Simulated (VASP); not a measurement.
**C: band structure with SCAN0**

C:

```
C
1.0
     0.00000    1.78337    1.78337
     1.78337    0.00000    1.78337
     1.78337    1.78337    0.00000
C
2
Cartesian
  2.6751 2.6751 2.6751
  1.7834 1.7834 1.7834
```

This isn't the form of C at room conditions, which is graphite.

| Property | Result |
| --- | --- |
| Program | VASP 6.6.1 |
| Task | band structure |
| Functional | SCAN0 |
| Potentials or basis | VASP PAW PBE potentials, release 64 (C) |
| Cutoff | 520 eV |
| k mesh | 7 × 7 × 7 |
| Occupations | fermi-dirac, width 0.05 eV |
| Spin | no spin polarisation |
| Grid for exact exchange (PRECFOCK) | Normal |
| Exchange at q = 0 | truncated |
| Further INCAR settings | ALGO = Normal; EDIFF = 1e-07; NBANDS = 11 |

```json
{
 "Pressure": "-11.2 GPa",
 "Band gap on the k mesh": "6.40 eV, indirect (least direct gap 8.01 eV)",
 "Band gap along the path": "6.27 eV, indirect (least direct gap 8.01 eV)"
}
```

Levels at the corners of the path, in eV from the valence-band top:
```tsv
point	band 2	band 3	band 4	band 5	band 6	band 7
Γ	0.00	0.00	0.00	8.01	8.01	8.01
X	-14.51	-7.05	-7.05	6.92	6.92	20.75
X	-14.51	-7.05	-7.05	6.92	6.92	20.75
W	-13.68	-9.24	-9.24	13.37	13.37	15.53
W	-13.68	-9.24	-9.24	13.37	13.37	15.53
K	-13.34	-10.33	-6.01	7.93	13.58	17.95
K	-13.34	-10.33	-6.01	7.93	13.58	17.95
Γ	0.00	0.00	0.00	8.01	8.01	8.01
Γ	0.00	0.00	0.00	8.01	8.01	8.01
L	-14.97	-3.15	-3.15	11.16	11.16	11.41
L	-14.97	-3.15	-3.15	11.16	11.16	11.41
U	-13.34	-10.33	-6.01	7.93	13.58	17.95
U	-13.34	-10.33	-6.01	7.93	13.58	17.95
W	-13.68	-9.24	-9.24	13.37	13.37	15.53
W	-13.68	-9.24	-9.24	13.37	13.37	15.53
L	-14.97	-3.15	-3.15	11.16	11.16	11.41
L	-14.97	-3.15	-3.15	11.16	11.16	11.41
K	-13.34	-10.33	-6.01	7.93	13.58	17.95
U	-13.34	-10.33	-6.01	7.93	13.58	17.95
X	-14.51	-7.05	-7.05	6.92	6.92	20.75
```

It took 13 min on 1 thread of Intel(R) Xeon(R) 6975P-C (Granite Rapids) (shared host), peak memory 0.16 GiB.

Caveat: the k mesh is coarse (spacing up to 0.44 Å⁻¹), so the values aren't converged, least of all with exact exchange; the PAW data sets were made with another functional, which shifts forces and pressure a little; the mesh misses the band edges, which the band path finds closer together.
